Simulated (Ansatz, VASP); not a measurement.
One calculation of HfO2, two programs

```xyz
3
Lattice="0.0000 2.5489 2.5489 2.5489 0.0000 2.5489 2.5489 2.5489 0.0000" Properties=species:S:1:pos:R:3 pbc="T T T"
Hf    0.0000    0.0000    0.0000
O     1.2745    1.2745    1.2745
O     3.8234    3.8234    3.8234
```

Change from the starting cell: volume scaled by 0.99, crystal datasets.

Alike in both runs: task electric field gradients; functional PBE; k mesh 9 × 9 × 9; occupations fermi-dirac, width 0.01 eV; no spin polarisation.

|  | VASP | Ansatz |
| --- | --- | --- |
| version | VASP 6.6.1 | Ansatz 0.2.0 |
| potentials or method | VASP PAW PBE potentials, release 64 (Hf_pv, O), cutoff 520 eV | all-electron PAW with datasets made for the crystal, scalar-relativistic |

VASP gave:

```
gap on the k mesh at the Fermi level (eV)                      : 3.86
pressure (GPa)                                                 : -3.7
Vzz of the field gradient on the site that differs most (V/Å²) : 0.0
```

Problem. Which values does Ansatz return?

Solution. gap on the k mesh at the Fermi level (eV): 3.85; pressure (GPa): 0.0; Vzz of the field gradient on the site that differs most (V/Å²): 0.0.

Ansatz ran all-electron here, so the differences hold the error of VASP's frozen core and of both bases. Ansatz warned: «gradients_without_spin_orbit».

Caveats: spin-orbit coupling is left out, which moves the levels of the heavy elements; an odd mesh through Γ misses points on the zone boundary, where band edges often lie.
